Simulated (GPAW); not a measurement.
# HgSe: relaxation of cell and atoms with PBEsol+D4

The system is HgSe.

```
Hg Se
1.0
     0.00000    3.03900    3.03900
     3.03900    0.00000    3.03900
     3.03900    3.03900    0.00000
Hg Se
1 1
Direct
  0.00000 0.00000 0.00000
  0.75000 0.75000 0.75000
```

- Program: GPAW 26.7.0
- Task: relaxation of cell and atoms
- Functional: PBEsol
- Dispersion: D4
- Potentials or basis: PAW data sets generated in the run's folder for this functional
- Cutoff: 600 eV
- Basis: pw
- k mesh: 8 × 8 × 8
- Occupations: fermi-dirac, width 0.05 eV
- Spin: no spin polarisation
- Maxiter: 150
- Optimizer: BFGS
- Fmax: 0.01 eV/Å
- Max steps: 40
- Convergence: density=1e-05 forces=0.0001

```json
{"Relaxed volume": "28.46 Å³/atom", "Relaxed cell": "a = 4.318 Å, b = 4.318 Å, c = 4.318 Å, α = 60.00°, β = 60.00°, γ = 60.00°", "Space group after relaxing (to 0.05 Å)": "F-43m (No. 216)", "Energy gained by relaxing": "1.0 meV/atom", "Ionic steps": "3", "Pressure after relaxing": "0.0 GPa", "Band gap on the k mesh": "none (metal or under the smearing width)", "Dispersion energy per atom": "-0.203 eV"}
```

The path:
```csv
step,energy change (eV),largest force (eV/Å),pressure (GPa),volume (Å³)
1,0.0000,0.0000,0.80,56.13
2,-0.0008,0.0000,0.63,56.30
3,-0.0021,0.0000,0.01,56.92
```

Final structure:
```cif
data_structure
_symmetry_space_group_name_H-M 'P 1'
_symmetry_Int_Tables_number 1
_cell_length_a 4.3177
_cell_length_b 4.3177
_cell_length_c 4.3177
_cell_angle_alpha 60.000
_cell_angle_beta 60.000
_cell_angle_gamma 60.000
_cell_volume 56.92
loop_
_atom_site_label
_atom_site_type_symbol
_atom_site_fract_x
_atom_site_fract_y
_atom_site_fract_z
_atom_site_occupancy
Hg1 Hg 0.00000 0.00000 0.00000 1
Se1 Se 0.75000 0.75000 0.75000 1
```

Levels at points of the mesh, in eV from the Fermi level:
```tsv
k point	band 8	band 9	band 10	band 11	band 12	band 13	band 14
(0.00, 0.00, 0.00)	-6.55	-6.55	-0.99	-0.06	-0.06	-0.06	5.40
(0.50, 0.00, 0.00)	-6.51	-6.22	-5.48	-1.02	-1.02	1.06	6.15
(0.50, 0.50, 0.00)	-6.44	-6.18	-5.08	-2.33	-2.33	2.75	2.85
(0.50, 0.50, 0.50)	-6.51	-6.22	-5.48	-1.02	-1.02	1.06	6.15
```

Run time: 100 s on 1 thread of Arm Neoverse V1, with other jobs on the host, peak memory 0.25 GiB.

Caveat: later steps reuse the first step's grids; pairwise dispersion overbinds metals, which lowers pressure and volume. Zero-point motion and thermal expansion aren't in these numbers.
